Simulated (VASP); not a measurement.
# In2O3 (Ia-3) in VASP: further runs, part 2 of 2

VASP 6.6.1. Earlier steps stand in the parts before.

## Step 3: Band structure, PBE

The input, INCAR:

```
SYSTEM = In2O3
PREC = Accurate
ENCUT = 450
EDIFF = 1E-6
ISMEAR = 0
SIGMA = 0.02
LREAL = .FALSE.
LASPH = .TRUE.
NELM = 120
ALGO = Fast
ISIF = 2
LWAVE = .FALSE.
LCHARG = .FALSE.
GGA = PE
KPAR = 8
```

The input, KPOINTS:

```
Automatic mesh
0
G
  6 6 6
  0 0 0
```

The input, POSCAR:

```
In2O3                                   
1.0
   -5.1474231181      5.1474231181      5.1474231181
    5.1474231181     -5.1474231181      5.1474231181
    5.1474231181      5.1474231181     -5.1474231181
  In              O             
    16    24
Direct
     0.2838571231312738    0.5338571231312738    0.7500000000000000
     0.7161428768687262    0.4661428768687262    0.2500000000000000
     0.0000000000000000    0.5000000000000000    0.0000000000000000
     0.0000000000000000    0.0000000000000000    0.5000000000000000
     0.7500000000000000    0.2838571231312738    0.5338571231312738
     0.2500000000000000    0.7161428768687262    0.4661428768687262
     0.7838571231312738    0.0338571231312738    0.7500000000000000
     0.2161428768687262    0.9661428768687262    0.2500000000000000
     0.5338571231312738    0.7500000000000000    0.2838571231312738
     0.7500000000000000    0.7838571231312738    0.0338571231312738
     0.5000000000000000    0.0000000000000000    0.0000000000000000
     0.5000000000000000    0.5000000000000000    0.5000000000000000
     0.2500000000000000    0.2161428768687262    0.9661428768687262
     0.4661428768687262    0.2500000000000000    0.7161428768687262
     0.9661428768687262    0.2500000000000000    0.2161428768687262
     0.0338571231312738    0.7500000000000000    0.7838571231312738
     0.5368591516287630    0.7721555898665895    0.5442805461809418
     0.7721555898665895    0.5442805461809418    0.5368591516287630
     0.5074213945521717    0.2352964382378194    0.9631408483712370
     0.7721249563143523    0.7278444101334105    0.2647035617621806
     0.2278444101334105    0.4557194538190583    0.4631408483712370
     0.2721249563143523    0.0074213945521717    0.0442805461809418
     0.4557194538190583    0.4631408483712370    0.2278444101334105
     0.9557194538190582    0.7278750436856477    0.9925786054478283
     0.7352964382378194    0.2278750436856477    0.2721555898665894
     0.9631408483712370    0.5074213945521717    0.2352964382378194
     0.2352964382378194    0.9631408483712370    0.5074213945521717
     0.0442805461809418    0.2721249563143523    0.0074213945521717
     0.0368591516287629    0.4925786054478282    0.7647035617621806
     0.7278750436856477    0.9925786054478283    0.9557194538190582
     0.2721555898665894    0.7352964382378194    0.2278750436856477
     0.9925786054478283    0.9557194538190582    0.7278750436856477
     0.7278444101334105    0.2647035617621806    0.7721249563143523
     0.2647035617621806    0.7721249563143523    0.7278444101334105
     0.2278750436856477    0.2721555898665894    0.7352964382378194
     0.4925786054478282    0.7647035617621806    0.0368591516287629
     0.0074213945521717    0.0442805461809418    0.2721249563143523
     0.7647035617621806    0.0368591516287629    0.4925786054478282
     0.5442805461809418    0.5368591516287630    0.7721555898665895
     0.4631408483712370    0.2278444101334105    0.4557194538190583
```

The input, KPOINTS_OPT:

```
path GHNGPH,PN
10
line-mode
reciprocal
 0.0000000000  0.0000000000  0.0000000000  G
 0.5000000000 -0.5000000000  0.5000000000  H

 0.5000000000 -0.5000000000  0.5000000000  H
 0.0000000000  0.0000000000  0.5000000000  N

 0.0000000000  0.0000000000  0.5000000000  N
 0.0000000000  0.0000000000  0.0000000000  G

 0.0000000000  0.0000000000  0.0000000000  G
 0.2500000000  0.2500000000  0.2500000000  P

 0.2500000000  0.2500000000  0.2500000000  P
 0.5000000000 -0.5000000000  0.5000000000  H

 0.2500000000  0.2500000000  0.2500000000  P
 0.0000000000  0.0000000000  0.5000000000  N
```

Potentials or basis: VASP PAW PBE potentials, release 64 (In_d, O).

Started as:

```
cat potpaw_PBE.64/In_d/POTCAR potpaw_PBE.64/O/POTCAR > POTCAR
mpirun -np 8 vasp_std > vasp.out
```

OUTCAR:

```text
SYSTEM = In2O3
   PREC = Accurate
   ENCUT = 450
   EDIFF = 1E-6
   ISMEAR = 0
   LREAL = .FALSE.
   LASPH = .TRUE.
   NELM = 120
   ISIF = 2
   GGA = PE

 ion  position               nearest neighbor table
   1  0.284  0.534  0.750-  35 2.16  29 2.16  21 2.24  36 2.24  34 2.25  39 2.25  12 3.40  11 3.40
                            14 3.42  16 3.42   6 3.42  10 3.42   4 3.89   3 3.89   5 3.91  15 3.91
   2  0.716  0.466  0.250-  20 2.16  26 2.16  18 2.24  19 2.24  25 2.25  23 2.25  12 3.40  11 3.40
                             9 3.42  15 3.42   5 3.42  13 3.42   4 3.89   3 3.89   6 3.91  16 3.91
   3  0.000  0.500  0.000-  26 2.21  29 2.21  31 2.21  33 2.21  28 2.21  24 2.21  15 3.40  16 3.40
                             5 3.40   6 3.40   7 3.40   8 3.40   9 3.89  14 3.89   2 3.89  10 3.89
   4  0.000  0.000  0.500-  27 2.21  38 2.21  35 2.21  20 2.21  37 2.21  32 2.21   9 3.40  14 3.40
                             7 3.40   8 3.40  13 3.40  10 3.40   1 3.89   2 3.89  16 3.89   5 3.89
   5  0.750  0.284  0.534-  25 2.16  38 2.16  40 2.24  29 2.24  33 2.25  18 2.25  12 3.40   3 3.40
                             7 3.42   2 3.42  14 3.42  16 3.42  11 3.89   4 3.89   1 3.91   9 3.91
   6  0.250  0.716  0.466-  34 2.16  27 2.16  17 2.24  26 2.24  31 2.25  21 2.25  12 3.40   3 3.40
                             8 3.42   9 3.42   1 3.42  15 3.42  11 3.89   4 3.89   2 3.91  14 3.91
   7  0.784  0.034  0.750-  30 2.16  17 2.16  32 2.24  33 2.24  38 2.25  28 2.25   4 3.40   3 3.40
                             5 3.42   9 3.42  13 3.42  15 3.42  12 3.89  11 3.89  10 3.91   6 3.91
   8  0.216  0.966  0.250-  22 2.16  40 2.16  37 2.24  31 2.24  27 2.25  24 2.25   4 3.40   3 3.40
                             6 3.42  10 3.42  14 3.42  16 3.42  12 3.89  11 3.89   5 3.91  13 3.91
   9  0.534  0.750  0.284-  31 2.16  36 2.16  23 2.24  38 2.24  20 2.25  17 2.25   4 3.40  12 3.40
[... 37 lines left out ...]
  39  0.544  0.537  0.772-  10 2.16  12 2.21  14 2.24   1 2.25
  40  0.463  0.228  0.456-   8 2.16  12 2.21   5 2.24  14 2.25

  LATTYP: Found a body centered cubic cell.
 ALAT       =    10.2948462362

  Lattice vectors:

 A1 = (  -5.1474231181,   5.1474231181,   5.1474231181)
 A2 = (   5.1474231181,  -5.1474231181,   5.1474231181)
 A3 = (   5.1474231181,   5.1474231181,  -5.1474231181)

Analysis of symmetry for initial positions (statically):
=====================================================================
 Subroutine PRICEL returns:
 Original cell was already a primitive cell.

 Routine SETGRP: Setting up the symmetry group for a
[... 229 lines left out ...]
   NGX = 31   NGY = 31   NGZ = 31

 number of electron     351.9999914 magnetization

 Free energy of the ion-electron system (eV)
  ---------------------------------------------------
  ext. energy  EPLUGINS =         0.00000000
  ---------------------------------------------------
  free energy    TOTEN  =      -223.18648006 eV

  energy without entropy =     -223.18648006  energy(sigma->0) =     -223.18648006

 E-fermi :   5.0624     XC(G=0): -10.7500

 val. band max:        4.9139139881   @ k =   0.0000   0.0000   0.0000
 cond. band min:       5.8378505712   @ k =   0.0000   0.0000   0.0000
 fundamental gap:      0.9239365831
 Fermi energy:         5.0624103948

 k-point     1 :       0.0000    0.0000    0.0000
  band No.  band energies     occupation
      1     -12.5559      2.00000
      2     -12.0014      2.00000
      3     -12.0014      2.00000
      4     -11.9325      2.00000
      5     -11.9325      2.00000
      6     -11.9325      2.00000
[... 3427 lines left out ...]
    187      11.2475      0.00000
    188      11.2475      0.00000
 [bands above 188 left out]

------------------------ aborting loop because EDIFF is reached ----------------------------------------

  FORCE on cell =-STRESS in cart. coord.  units (eV):
  Direction    XX          YY          ZZ          XY          YZ          ZX
  --------------------------------------------------------------------------------------
  -------------------------------------------------------------------------------------
  Total       -2.8133590     -2.8133590     -2.8133590      0.0000000      0.0000000      0.0000000
  in kB       -8.2623985     -8.2623985     -8.2623985      0.0000000      0.0000000      0.0000000
  external PRESSURE =      -8.2623985 kB  Pullay stress =       0.0000000 kB

 VOLUME and BASIS-vectors are now :
 -----------------------------------------------------------------------------
  energy-cutoff  :      450.00
  volume of cell :      545.54
      direct lattice vectors                 reciprocal lattice vectors
    -5.147423118  5.147423118  5.147423118     0.000000000  0.097135982  0.097135982
     5.147423118 -5.147423118  5.147423118     0.097135982  0.000000000  0.097135982
     5.147423118  5.147423118 -5.147423118     0.097135982  0.097135982  0.000000000

 POSITION                                       TOTAL-FORCE (eV/Angst)
 -----------------------------------------------------------------------------------
      5.14742      2.57371      0.34855         0.000000     -0.000000      0.002693
      0.00000      2.57371      4.79887        -0.000000      0.000000     -0.002693
      2.57371     -2.57371      2.57371         0.000000      0.000000     -0.000000
      2.57371      2.57371     -2.57371         0.000000     -0.000000     -0.000000
      0.34855      5.14742      2.57371         0.002693      0.000000     -0.000000
      4.79887      0.00000      2.57371        -0.002693     -0.000000     -0.000000
[... 32 lines left out ...]
      3.93641      4.01281      1.59047        -0.000477     -0.006737     -0.000015
      1.13461      3.55695      1.21101         0.006737      0.000015      0.000477
 -----------------------------------------------------------------------------------
    total drift:                                0.000000     -0.000000      0.000000

  FREE ENERGIE OF THE ION-ELECTRON SYSTEM (eV)
  ---------------------------------------------------
  free  energy   TOTEN  =      -223.1864800581 eV

  energy  without entropy=     -223.1864800581  energy(sigma->0) =     -223.18648006
```

OSZICAR:

```text
N       E                     dE             d eps       ncg     rms          rms(c)
DAV:   1     0.586926503429E+04    0.58693E+04   -0.13495E+05  7612   0.215E+03
DAV:   2     0.132144597720E+04   -0.45478E+04   -0.43729E+04  7596   0.658E+02
DAV:   3    -0.534796986954E+02   -0.13749E+04   -0.12795E+04  7941   0.312E+02
DAV:   4    -0.257863437666E+03   -0.20438E+03   -0.20011E+03 10248   0.121E+02
DAV:   5    -0.263961903081E+03   -0.60985E+01   -0.60499E+01 10008   0.246E+01    0.435E+01
RMM:   6    -0.222699352642E+03    0.41263E+02   -0.16287E+02 10391   0.266E+01    0.172E+01
RMM:   7    -0.223312294522E+03   -0.61294E+00   -0.16488E+01  9698   0.104E+01    0.963E+00
RMM:   8    -0.223146773320E+03    0.16552E+00   -0.32272E+00 10340   0.474E+00    0.189E+00
RMM:   9    -0.223167811283E+03   -0.21038E-01   -0.78417E-01 12216   0.231E+00    0.115E+00
RMM:  10    -0.223198099706E+03   -0.30288E-01   -0.20586E-01 11432   0.919E-01    0.781E-01
[... 42 further cycles ...]
DAV:   2     0.637087649730E+05   -0.27055E+05     2532
DAV:   3     0.559882373381E+05   -0.77205E+04     2630
DAV:   4     0.548333889703E+05   -0.11548E+04     3336
DAV:   5     0.547928731994E+05   -0.40516E+02     3256
DAV:   6     0.547917188184E+05   -0.11544E+01     3664
DAV:   7     0.547916726592E+05   -0.46159E-01     3608
DAV:   8     0.547916708713E+05   -0.17879E-02     3984
DAV:   9     0.547916708335E+05   -0.37811E-04     3320
DAV:  10     0.547916708318E+05   -0.17000E-05     2120
DAV:  11     0.547916708315E+05   -0.22065E-06     1784
```

stdout:

```text
POSCAR found type information on POSCAR InO
 POSCAR found :  2 types and      40 ions
 scaLAPACK will be used
 -----------------------------------------------------------------------------
|                                                                             |
|           W    W    AA    RRRRR   N    N  II  N    N   GGGG   !!!           |
|           W    W   A  A   R    R  NN   N  II  NN   N  G    G  !!!           |
|           W    W  A    A  R    R  N N  N  II  N N  N  G       !!!           |
[... 26 lines left out ...]
 POSCAR, INCAR and KPOINTS ok, starting setup
 FFT: planning ... GRIDC
 FFT: planning ... GRID_SOFT
 FFT: planning ... GRID
 WAVECAR not read
 entering main loop
 Start KPOINTS_OPT (optional k-point list driver)
k-point batch [1-18\60]
k-point batch [19-36\60]
k-point batch [37-54\60]
k-point batch [55-60\60]
```

Run time: 22 min. Hardware: 8 MPI ranks of Intel Xeon 6975P-C (Granite Rapids), shared host; peak memory 1.9 GiB.

Results:

```
Free energy             : -223.1865 eV
Largest force           : 0.007 eV/Å
Band gap on the k mesh  : 0.92 eV, direct
Band gap along the path : 0.92 eV, direct
```

Forces on the atoms (eV/Å):
```
In   0.000  0.000  0.003
In   0.000  0.000 -0.003
In   0.000  0.000  0.000
In   0.000  0.000  0.000
In   0.003  0.000  0.000
In  -0.003  0.000  0.000
In   0.000  0.000  0.003
In   0.000  0.000 -0.003
In   0.000  0.003  0.000
In   0.003  0.000  0.000
In   0.000  0.000  0.000
In   0.000  0.000  0.000
In  -0.003  0.000  0.000
In   0.000 -0.003  0.000
In   0.000 -0.003  0.000
In   0.000  0.003  0.000
O   -0.007  0.000  0.000
O    0.000  0.000 -0.007
O    0.000  0.000 -0.007
O    0.007  0.000  0.000
O    0.000  0.000  0.007
O   -0.007  0.000  0.000
O    0.000  0.007  0.000
O    0.000  0.007  0.000
O    0.000 -0.007  0.000
O   -0.007  0.000  0.000
O    0.000 -0.007  0.000
O    0.000 -0.007  0.000
O    0.007  0.000  0.000
O    0.007  0.000  0.000
O    0.000  0.000 -0.007
O    0.000  0.000  0.007
O    0.000  0.000  0.007
O    0.000  0.007  0.000
O   -0.007  0.000  0.000
O    0.000  0.000  0.007
O    0.000  0.000 -0.007
O    0.000  0.007  0.000
O    0.000 -0.007  0.000
O    0.007  0.000  0.000
```

Levels at the corners of the path, in eV from the valence-band top:
```csv
point,band 174,band 175,band 176,band 177,band 178,band 179
Γ,0.00,0.00,0.00,0.92,5.20,5.20
H,-0.21,-0.21,-0.14,3.88,3.88,3.88
H,-0.21,-0.21,-0.14,3.88,3.88,3.88
N,-0.13,-0.02,-0.02,2.99,2.99,4.67
N,-0.13,-0.02,-0.02,2.99,2.99,4.67
Γ,0.00,0.00,0.00,0.92,5.20,5.20
Γ,0.00,0.00,0.00,0.92,5.20,5.20
P,-0.09,-0.09,-0.09,3.59,3.59,3.59
P,-0.09,-0.09,-0.09,3.59,3.59,3.59
H,-0.21,-0.21,-0.14,3.88,3.88,3.88
P,-0.09,-0.09,-0.09,3.59,3.59,3.59
N,-0.13,-0.02,-0.02,2.99,2.99,4.67
```

Caveat: the cutoff is under 1.25 times the usual one of these potentials, so pressure, stress and relaxed cells hold a basis-set (Pulay) error; spin-orbit coupling is left out, which moves the levels of the heavy elements.

## Step 4: Band structure, r2SCAN

Edit INCAR of step 3 so:

```diff
@@ -9,3 +9,3 @@
 NELM = 120
-ALGO = Fast
+ALGO = Normal
 ISIF = 2
@@ -13,3 +13,4 @@
 LCHARG = .FALSE.
-GGA = PE
+METAGGA = R2SCAN
+LMIXTAU = .TRUE.
 KPAR = 8
```

KPOINTS is that of step 3.

POSCAR is that of step 3.

KPOINTS_OPT is that of step 3.

Started as:

```
cat potpaw_PBE.64/In_d/POTCAR potpaw_PBE.64/O/POTCAR > POTCAR
mpirun -np 8 vasp_std > vasp.out
```

Run time: 47 min. Hardware: 8 MPI ranks of Intel Xeon 6975P-C (Granite Rapids), shared host; peak memory 2.1 GiB.

The run converged. Its results:

```yaml
Free_energy: -578.5143 eV
Largest_force: 0.053 eV/Å
Band_gap_on_the_k_mesh: 1.43 eV, direct
Band_gap_along_the_path: 1.43 eV, direct
```

Forces on the atoms (eV/Å):
```
In   0.000  0.000  0.007
In   0.000  0.000 -0.007
In   0.000  0.000  0.000
In   0.000  0.000  0.000
In   0.007  0.000  0.000
In  -0.007  0.000  0.000
In   0.000  0.000  0.007
In   0.000  0.000 -0.007
In   0.000  0.007  0.000
In   0.007  0.000  0.000
In   0.000  0.000  0.000
In   0.000  0.000  0.000
In  -0.007  0.000  0.000
In   0.000 -0.007  0.000
In   0.000 -0.007  0.000
In   0.000  0.007  0.000
O   -0.045 -0.021  0.019
O   -0.021  0.019 -0.045
O    0.021 -0.019 -0.045
O    0.045 -0.021 -0.019
O    0.021 -0.019  0.045
O   -0.045 -0.021 -0.019
O   -0.019  0.045  0.021
O    0.019  0.045  0.021
O    0.019 -0.045  0.021
O   -0.045  0.021 -0.019
O   -0.019 -0.045  0.021
O   -0.019 -0.045 -0.021
O    0.045 -0.021  0.019
O    0.045  0.021  0.019
O    0.021  0.019 -0.045
O    0.021  0.019  0.045
O   -0.021 -0.019  0.045
O   -0.019  0.045 -0.021
O   -0.045  0.021  0.019
O   -0.021  0.019  0.045
O   -0.021 -0.019 -0.045
O    0.019  0.045 -0.021
O    0.019 -0.045 -0.021
O    0.045  0.021 -0.019
```

Levels at the corners of the path, in eV from the valence-band top:
```tsv
point	band 174	band 175	band 176	band 177	band 178	band 179
Γ	0.00	0.00	0.00	1.43	5.81	5.81
H	-0.22	-0.22	-0.14	4.39	4.39	4.39
H	-0.22	-0.22	-0.14	4.39	4.39	4.39
N	-0.14	-0.02	-0.02	3.47	3.47	5.25
N	-0.14	-0.02	-0.02	3.47	3.47	5.25
Γ	0.00	0.00	0.00	1.43	5.81	5.81
Γ	0.00	0.00	0.00	1.43	5.81	5.81
P	-0.09	-0.09	-0.09	4.09	4.09	4.09
P	-0.09	-0.09	-0.09	4.09	4.09	4.09
H	-0.22	-0.22	-0.14	4.39	4.39	4.39
P	-0.09	-0.09	-0.09	4.09	4.09	4.09
N	-0.14	-0.02	-0.02	3.47	3.47	5.25
```

Caveat: the cutoff is under 1.25 times the usual one of these potentials, so pressure, stress and relaxed cells hold a basis-set (Pulay) error; the PAW data sets were made with another functional, which shifts forces and pressure a little; spin-orbit coupling is left out, which moves the levels of the heavy elements.

## Step 5: The runs side by side

```csv
level,potentials or basis,further INCAR settings,gap on the mesh (eV),largest force (eV/Å)
LDA,"VASP PAW LDA potentials, release 64 (In_d, O)",ALGO = Fast; EDIFF = 1e-06,0.82,0.15
PBE,"VASP PAW PBE potentials, release 64 (In_d, O)",ALGO = Fast; EDIFF = 1e-06,0.92,0.01
r2SCAN,"VASP PAW PBE potentials, release 64 (In_d, O)",ALGO = Normal; EDIFF = 1e-06,1.43,0.05
```

Alike in all rows: task band structure; no spin polarisation; cell as given; k mesh 6 × 6 × 6; cutoff (eV) 450; smearing gaussian 0.02 eV.

Caveats: the cutoff is under 1.25 times the usual one of these potentials, so pressure, stress and relaxed cells hold a basis-set (Pulay) error; spin-orbit coupling is left out, which moves the levels of the heavy elements; the PAW data sets were made with another functional, which shifts forces and pressure a little (some runs).

Absolute energies hang on the potentials; compare differences alone.

## Step 6: Comparison with measurements

Step 2. Measured gap of In2O3: 2.7 eV (direct; quoted in “Macro- and microscopic properties of strontium doped indium oxide”, 2014, arxiv:1407.6471). This calculation gives 0.82 eV (-1.88 eV). So large a miss can be the level of theory's own, or it may mean another phase, state or a wrong row. Spin-orbit coupling on In is left out. The value is that of LDA, without temperature or zero-point motion. Semilocal functionals fall short of measured gaps as a rule. The cell is a database's relaxed one, not the measured one, which moves gaps too.

Step 3. Against the measured gap of In2O3, 2.7 eV (direct; quoted in “Macro- and microscopic properties of strontium doped indium oxide”, 2014, arxiv:1407.6471), the calculated 0.92 eV is off by -1.78 eV. So large a miss can be the level of theory's own, or it may mean another phase, state or a wrong row. Spin-orbit coupling on In is left out. The value is that of PBE, without temperature or zero-point motion. Semilocal functionals fall short of measured gaps as a rule. The cell is a database's relaxed one, not the measured one, which moves gaps too.

Step 4. A measured gap of In2O3 is 2.7 eV (direct; quoted in “Macro- and microscopic properties of strontium doped indium oxide”, 2014, arxiv:1407.6471); the calculated 1.43 eV misses it by -1.27 eV. Spin-orbit coupling on In is left out. The value is that of r2SCAN, without temperature or zero-point motion. The cell is a database's relaxed one, not the measured one, which moves gaps too.
